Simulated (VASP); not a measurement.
A convergence study with VASP on InN (zinc blende): one setting is varied, all else stays as given below, so the limit is that of these other settings. Each run relaxes cell and ions from the cell shown. The basis is that of the starting cell, so low cut-offs carry a Pulay error.

```yaml
crystal:
  lattice:
    - [0.00000, 2.49000, 2.49000]
    - [2.49000, 0.00000, 2.49000]
    - [2.49000, 2.49000, 0.00000]
  atoms:
    - { symbol: In, position: [0.00000, 0.00000, 0.00000] }
    - { symbol: N, position: [0.25000, 0.25000, 0.25000] }
```

Level of theory: PBE GGA, VASP's PBE PAW potentials (set 64) (plane waves; VASP). The tightest run used: 800 eV cut-off, 8×8×8 Γ-centred mesh, Gaussian smearing of 0.050 eV, potentials In_d N.

Problem. The settings run are ENCUT = 250; ENCUT = 300; ENCUT = 350; ENCUT = 400; ENCUT = 450; ENCUT = 500; ENCUT = 550; ENCUT = 600; ENCUT = 650; ENCUT = 700; ENCUT = 750; ENCUT = 800. From which on does the relaxed volume stay within 0.05 Å³/atom of the tightest run?

Solution. From ENCUT = 500 on: it is off by 0.010 there and by no more than 0.05 in any finer run, while ENCUT = 450 is off by 0.094.
```csv
setting,relaxed volume (Å³/atom),E (eV/atom),plane waves,difference judged (Å³/atom)
ENCUT = 250,14.011,-5.4849,290,2.108
ENCUT = 300,14.755,-5.3466,380,1.365
ENCUT = 350,15.374,-5.3290,477,0.746
ENCUT = 400,15.795,-5.3364,568,0.324
ENCUT = 450,16.025,-5.3411,692,0.094
ENCUT = 500,16.109,-5.3421,817,0.010
ENCUT = 550,16.118,-5.3420,934,0.002
ENCUT = 600,16.114,-5.3426,1056,0.005
ENCUT = 650,16.111,-5.3435,1211,0.008
ENCUT = 700,16.110,-5.3443,1316,0.009
ENCUT = 750,16.114,-5.3449,1459,0.006
ENCUT = 800,16.120,-5.3454,1604,0.000
```

Left out are rungs that failed or repeat a setting and relaxations that didn't move; long series are thinned to 24 rows.

The compound is InN in the zinc blende structure, a metastable form; wurtzite is the usual one.
